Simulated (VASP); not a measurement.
# CaSe (Fm-3m) in VASP: notebook

The runs below take CaSe through single point, with r2SCAN.

All numbers are computed with VASP 6.6.1; they aren't measurements. Logs are shortened: lines on timing, memory, paths and dates and some standing lists are left out, and cuts for length are marked.

### Step 1. The structure

Symmetry: Fm-3m, No. 225, cubic system. Conventional cell: a = 5.912 Å, b = 5.912 Å, c = 5.912 Å, α = 90.00°, β = 90.00°, γ = 90.00°. Around Se (site symmetry m-3m) lie 6 Ca at 2.96 Å. Ca (site symmetry m-3m) is surrounded by 6 Se at 2.96 Å.

### Step 2. Single point, r2SCAN

INCAR

```
SYSTEM = CaSe
PREC = Accurate
ENCUT = 450
EDIFF = 1E-6
ISMEAR = 0
SIGMA = 0.05
LREAL = .FALSE.
LASPH = .FALSE.
NELM = 100
ALGO = Normal
ISIF = 2
LWAVE = .FALSE.
LCHARG = .FALSE.
METAGGA = R2SCAN
LMIXTAU = .TRUE.
ADDGRID = .FALSE.
```

KPOINTS

```
regular mesh
0
G
  7 7 7
  0 0 0
```

POSCAR

```
CaSe
1.0
    0.0000000000      2.9560000000      2.9560000000
    2.9560000000      0.0000000000      2.9560000000
    2.9560000000      2.9560000000      0.0000000000
Se Ca
1 1
Direct
    0.5137070000      0.4880300000      0.5023060000
    0.0084580000     -0.0027510000     -0.0091450000
```

Potentials or basis: VASP PAW PBE potentials, release 64 (Se, Ca_sv).

Started as:

```console
$ cat potpaw_PBE.64/Se/POTCAR potpaw_PBE.64/Ca_sv/POTCAR > POTCAR
$ mpirun -np 1 vasp_std > vasp.out
```

OUTCAR:

```text
SYSTEM = CaSe
   PREC = Accurate
   ENCUT = 450
   EDIFF = 1E-6
   ISMEAR = 0
   LREAL = .FALSE.
   LASPH = .FALSE.
   NELM = 100
   ISIF = 2
   METAGGA = R2SCAN
     LASPH = .TRUE.)

 Found    172 irreducible k-points:

 Following reciprocal coordinates:
            Coordinates               Weight
  0.000000  0.000000  0.000000      1.000000
  0.142857  0.000000  0.000000      2.000000
  0.000000  0.142857  0.000000      2.000000
  0.000000  0.000000  0.142857      2.000000
  0.142857  0.142857  0.142857      2.000000
  0.285714  0.000000  0.000000      2.000000
   k-points           NKPTS =    172   k-points in BZ     NKDIM =    172   number of bands    NBANDS=     12
   number of dos      NEDOS =    301   number of ions     NIONS =      2
   total plane-waves  NPLWV =  27000
   dimension x,y,z NGX =    30 NGY =   30 NGZ =   30
   dimension x,y,z NGXF=    60 NGYF=   60 NGZF=   60
   ions per type =               1   1
   NGX,Y,Z   is equivalent  to a cutoff of  11.93, 11.93, 11.93 a.u.
   NGXF,Y,Z  is equivalent  to a cutoff of  23.86, 23.86, 23.86 a.u.
 SYSTEM =  CaSe
   PREC   = accura    normal or accurate (medium, high low for compatibility)
   ISTART =      0    job   : 0-new  1-cont  2-samecut
   ICHARG =      2    charge: 1-file 2-atom 10-const
   ISPIN  =      1    spin polarized calculation?
   LNONCOLLINEAR =      F non collinear calculations
   LSORBIT =      F    spin-orbit coupling
   LASPH  =      F    aspherical Exc in radial PAW
   ENCUT  =  450.0 eV  33.07 Ry    5.75 a.u.   7.23  7.23  7.23*2*pi/ulx,y,z
   NELM   =    100;   NELMIN=  2; NELMDL= -5     # of ELM steps
   EDIFF  = 0.1E-05   stopping-criterion for ELM
   LREAL  =      F    real-space projection
   EDIFFG = 0.1E-04   stopping-criterion for IOM
   NSW    =      0    number of steps for IOM
   IBRION =     -1    ionic relax: 0-MD 1-quasi-New 2-CG
   NFREE  =      0    steps in history (QN), initial steepest desc. (CG)
   ISIF   =      2    stress and relaxation
   ISYM   =      2    0-nonsym 1-usesym 2-fastsym
   POTIM  = 0.5000    time-step for ionic-motion
   TEBEG  =    0.0;   TEEND  =   0.0 temperature during run
   PSTRESS=    0.0 pullay stress
   NELECT =      16.0000    total number of electrons
   NUPDOWN=      -1.0000    fix difference up-down
   EMIN   =  10.00;   EMAX   =-10.00  energy-range for DOS
   EFERMI =   0.00;   METHOD = LEGACY
   ISMEAR =     0;   SIGMA  =   0.05  broadening in eV -4-tet -1-fermi 0-gaus
   EFERMI_NEDOS =   21; number of points for ismear=-14 and -15
   IALGO  =     38    algorithm
   IMIX   =      4    mixing-type and parameters
     AMIX     =   0.40;   BMIX     =  1.00
     AMIX_MAG =   1.60;   BMIX_MAG =  1.00
  volume/ion in A,a.u.               =      25.83       174.30
  Fermi-wavevector in a.u.,A,eV,Ry     =   1.107645  2.093145 16.692666  1.226876
  Thomas-Fermi vector in A             =   2.244161
   LORBIT       =      0    0 simple, 1 ext, 2 COOP (PROOUT), +10 PAW based schemes
   METAGGA = R2SCAN    functional components
   LHFCALC =     F    Hartree Fock is set to
   AEXX    =    0.0000 exact exchange contribution
   IVDW    =     0    specifies the selected vdW correction
   LEPSILON=     F    determine dielectric tensor
   LRPA    =     F    only Hartree local field effects (RPA)
 non-spin polarized calculation
 Gauss-broadening in eV      SIGMA  =   0.05
  energy-cutoff  :      450.00
  volume of cell :       51.66
 maximum number of plane-waves:      1139
 NGX is ok and might be reduce to    30
   NGX = 15   NGY = 15   NGZ = 15

 number of electron      16.0000001 magnetization

 Free energy of the ion-electron system (eV)
  ---------------------------------------------------
  ext. energy  EPLUGINS =         0.00000000
  ---------------------------------------------------
  free energy    TOTEN  =       -25.97041389 eV

  energy without entropy =      -25.97041389  energy(sigma->0) =      -25.97041389

 E-fermi :   2.5207     XC(G=0):  -9.5877

 val. band max:        2.1899734627   @ k =   0.0000   0.0000   0.0000
 cond. band min:       4.7458012440   @ k =   0.4286   0.0000   0.4286
 fundamental gap:      2.5558277813
 Fermi energy:         2.5207438432

 k-point     1 :       0.0000    0.0000    0.0000
  band No.  band energies     occupation
      1     -39.0944      2.00000
      2     -19.2067      2.00000
      3     -19.2060      2.00000
      4     -19.2059      2.00000
      5     -10.0061      2.00000
      6       2.1881      2.00000
      7       2.1899      2.00000
      8       2.1900      2.00000
      9       6.3403      0.00000
     10       6.4182      0.00000
     11       6.4235      0.00000
     12       6.4251      0.00000

 k-point     2 :       0.1429    0.0000    0.0000
  band No.  band energies     occupation
      1     -39.0931      2.00000
      2     -19.2289      2.00000
      3     -19.2079      2.00000
      4     -19.2073      2.00000
      5      -9.8813      2.00000
      6       1.2878      2.00000
      7       1.8980      2.00000
      8       1.9006      2.00000
      9       6.3933      0.00000
     10       6.6980      0.00000
     11       6.6987      0.00000
     12       7.4085      0.00000

 k-point     3 :       0.0000    0.1429    0.0000
  band No.  band energies     occupation
      1     -39.0931      2.00000
      2     -19.2290      2.00000
      3     -19.2077      2.00000
      4     -19.2074      2.00000
      5      -9.8813      2.00000
      6       1.2886      2.00000
      7       1.8974      2.00000
      8       1.8995      2.00000
      9       6.3952      0.00000
     10       6.6973      0.00000
     11       6.7000      0.00000
     12       7.4151      0.00000

 k-point     4 :       0.0000    0.0000    0.1429
  band No.  band energies     occupation
      1     -39.0931      2.00000
      2     -19.2290      2.00000
      3     -19.2077      2.00000
      4     -19.2073      2.00000
      5      -9.8813      2.00000
      6       1.2892      2.00000
      7       1.8975      2.00000
      8       1.8980      2.00000
      9       6.3968      0.00000
     10       6.6978      0.00000
     11       6.7000      0.00000
     12       7.4210      0.00000

 k-point     5 :       0.1429    0.1429    0.1429
  band No.  band energies     occupation
      1     -39.0931      2.00000
      2     -19.2289      2.00000
      3     -19.2078      2.00000
      4     -19.2074      2.00000
      5      -9.8813      2.00000
      6       1.2882      2.00000
      7       1.8977      2.00000
      8       1.9001      2.00000
      9       6.3942      0.00000
     10       6.6974      0.00000
     11       6.6997      0.00000
     12       7.4117      0.00000

 k-point     6 :       0.2857    0.0000    0.0000
  band No.  band energies     occupation
      1     -39.0903      2.00000
      2     -19.2789      2.00000
      3     -19.2109      2.00000
      4     -19.2104      2.00000
      5      -9.5826      2.00000
      6      -0.0961      2.00000
      7       1.3806      2.00000
      8       1.3825      2.00000
      9       6.5708      0.00000
     10       7.3721      0.00000
     11       7.3733      0.00000
     12       8.7983      0.00000

 [... further k-points ...]
[... 5 lines left out ...]
  --------------------------------------------------------------------------------------
  -------------------------------------------------------------------------------------
  Total        0.2716951      0.3285636      0.2739829     -0.0018481      0.0030567      0.0001651
  in kB        8.4265372     10.1902942      8.4974914     -0.0573193      0.0948016      0.0051192
  external PRESSURE =       9.0381076 kB  Pullay stress =       0.0000000 kB

 VOLUME and BASIS-vectors are now :
 -----------------------------------------------------------------------------
  energy-cutoff  :      450.00
  volume of cell :       51.66
      direct lattice vectors                 reciprocal lattice vectors
     0.000000000  2.956000000  2.956000000    -0.169147497  0.169147497  0.169147497
     2.956000000  0.000000000  2.956000000     0.169147497 -0.169147497  0.169147497
     2.956000000  2.956000000  0.000000000     0.169147497  0.169147497 -0.169147497

 POSITION                                       TOTAL-FORCE (eV/Angst)
 -----------------------------------------------------------------------------------
      2.92743      3.00333      2.96113        -0.022388     -0.172444      0.041168
      5.87684      2.95397      2.97287         0.022388      0.172444     -0.041168
 -----------------------------------------------------------------------------------
    total drift:                               -0.002509     -0.002423     -0.003027

  FREE ENERGIE OF THE ION-ELECTRON SYSTEM (eV)
  ---------------------------------------------------
  free  energy   TOTEN  =       -25.9704138901 eV

  energy  without entropy=      -25.9704138901  energy(sigma->0) =      -25.97041389
```

stdout:

```text
POSCAR found type information on POSCAR SeCa
 POSCAR found :  2 types and       2 ions
 scaLAPACK will be used
 -----------------------------------------------------------------------------
|                                                                             |
|                                                                             |
|     You enforced a specific xc type in the INCAR file but a different       |
|     I HOPE YOU KNOW WHAT YOU ARE DOING!                                     |
|                                                                             |
 -----------------------------------------------------------------------------

 LDA part: xc-table for (None), standard interpolation
 POSCAR, INCAR and KPOINTS ok, starting setup
 FFT: planning ... GRIDC
 FFT: planning ... GRID_SOFT
 FFT: planning ... GRID
 WAVECAR not read
 entering main loop
```

Run time: 4.7 min. Hardware: 1 thread of Intel Xeon Platinum 8488C (Sapphire Rapids), shared host; peak memory 0.25 GiB.

The run converged, but some of its settings lie outside the range that counts as converged, so its numbers aren't taken as properties of the crystal.

Results:

```yaml
Free_energy: -25.9704 eV
Pressure: 0.9 GPa
Largest_force: 0.179 eV/Å
Band_gap_on_the_k_mesh: 2.56 eV, indirect (least direct gap 3.48 eV)
```

Caveat: the PAW data sets were made with another functional, which shifts forces and pressure a little; an odd mesh through Γ misses points on the zone boundary, where band edges often lie.

[end of part 1 of 2]
